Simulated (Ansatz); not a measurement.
## SnO: stiffness from a series of strains

```xyz
4
Lattice="3.8020 0.0000 0.0000 0.0000 3.8020 0.0000 0.0000 0.0000 4.8360" Properties=species:S:1:pos:R:3 pbc="T T T"
Sn    0.0000    1.9010    1.1534
Sn    1.9010    0.0000    3.6826
O     0.0000    0.0000    0.0000
O     1.9010    1.9010    0.0000
```

Atoms are numbered in the order listed.

The cell comes from COD entry 9008956, which wasn't checked; take it as a given geometry.

Spin–orbit coupling is left out, though it moves levels of the heavy atoms by tenths of an eV or more.

Computed with Ansatz 0.2.0, DFT, LDA, all-electron LAPW, scalar-relativistic.

Settings: a Γ-centred 6×6×5 k mesh, Fermi–Dirac smearing of 0.02 eV, basis error target 0.5 meV/atom, no spin polarisation.

The strain is applied along the Cartesian axes of the cell as listed (γ is the engineering shear, twice εxy = εyz = εzx). Fractional coordinates are held (clamped ions).

σ is the change of stress from the unstrained cell, which is at -2.85 GPa; tension is positive, so slopes are stress–strain coefficients at that pressure.

Only quantities that a quadratic follows smoothly over the whole series are listed; rougher ones are left out.

| γ | σxy (GPa) | σyz (GPa) |
| --- | --- | --- |
| -0.0200 | -1.70 | -1.04 |
| -0.0100 | -0.85 | -0.51 |
| 0.0000 | 0.00 | 0.00 |
| 0.0200 | 1.65 | 0.99 |

(1) Fit the series and read off the stiffness at zero strain.

(2) One run, at γ = 0.0100, is withheld. Predict its row.

Answers

(1) Least-squares fits y = p0 + p1 x + p2 x² to the rows give σxy (GPa): p1 = 83.8, p2 = -57; σyz (GPa): p1 = 50.7, p2 = -66.

(2) The fits give 0.83, 0.50; the run gave 0.83, 0.50.
